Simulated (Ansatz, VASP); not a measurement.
# GaN: VASP beside Ansatz

INCAR

```
  PREC = Accurate
  ENCUT = 520
  EDIFF = 1E-6
  ISMEAR = -1
  SIGMA = 0.02
  LREAL = F
  LASPH = T
  NELM = 150
  ALGO = Normal
  ISIF = 2
  LWAVE = F
  LCHARG = F
  LNONCOLLINEAR = T
  MAGMOM = 0 0 0 0 0 0
  LORBIT = 11
  LSORBIT = T
  GGA_COMPAT = F
  LORBMOM = T
  GGA = PE
  NBANDS = 30
```

Contents of KPOINTS:

```
Automatic mesh
0
Gamma
  10 10 10
```

Contents of POSCAR:

```
GaN
1.0
    0.0000000000      2.1085153661      2.1085153661
    2.1085153661      0.0000000000      2.1085153661
    2.1085153661      2.1085153661      0.0000000000
Ga N
1 1
Direct
    0.5000000000      0.5000000000      0.5000000000
    0.0000000000      0.0000000000      0.0000000000
```

Input for Ansatz:

```yaml
crystal:
  lattice:
    - [0.0, 2.1085153661, 2.1085153661]
    - [2.1085153661, 0.0, 2.1085153661]
    - [2.1085153661, 2.1085153661, 0.0]
  atoms:
    - { symbol: Ga, position: [0.5, 0.5, 0.5] }
    - { symbol: "N", position: [0.0, 0.0, 0.0] }
kpoints:
  mp_grid: { grid: [10, 10, 10] }
  band_path:
    path:
      - [0.0, 0.0, 0.0]
      - [0.5, 0.0, 0.5]
      - [0.625, 0.25, 0.625]
      - [0.375, 0.375, 0.75]
      - [0.5, 0.5, 0.5]
      - [0.5, 0.25, 0.75]
      - [0.0, 0.174479, -0.177083]
      - [0.0, 0.5, 0.5]
    npoints: 1
hamiltonian:
  xc: pbe
scf:
  occupations: { method: fermi_dirac, width: 0.02 }
  n_extra_bands: 8
magnetization:
  noncollinear: true
  spin_orbit: true
output:
  forces: true
  stress: true
  eigenvalues: true
  write_density: true
  write_potential: true
  elf: true
  volumetric_format: npy
```

Alike in both runs: task single point; functional PBE; k mesh 10 × 10 × 10; occupations fermi-dirac, width 0.02 eV; non-collinear spin, spin-orbit coupling.

|  | VASP | Ansatz |
| --- | --- | --- |
| version | VASP 6.6.1 | Ansatz 0.2.0 |
| potentials or method | VASP PAW PBE potentials, release 64 (Ga_d, N) | plane waves, PAW |
| plane-wave cutoff (eV) | 520 | 420 |
| valence electrons in the cell | 18 | 18 |

|  | VASP | Ansatz | Ansatz less VASP |
| --- | --- | --- | --- |
| pressure (GPa) | 9.2 | 8.2 | -0.98 |
| net moment per atom (μB) | 0.00 | 0.00 | 0.000 |
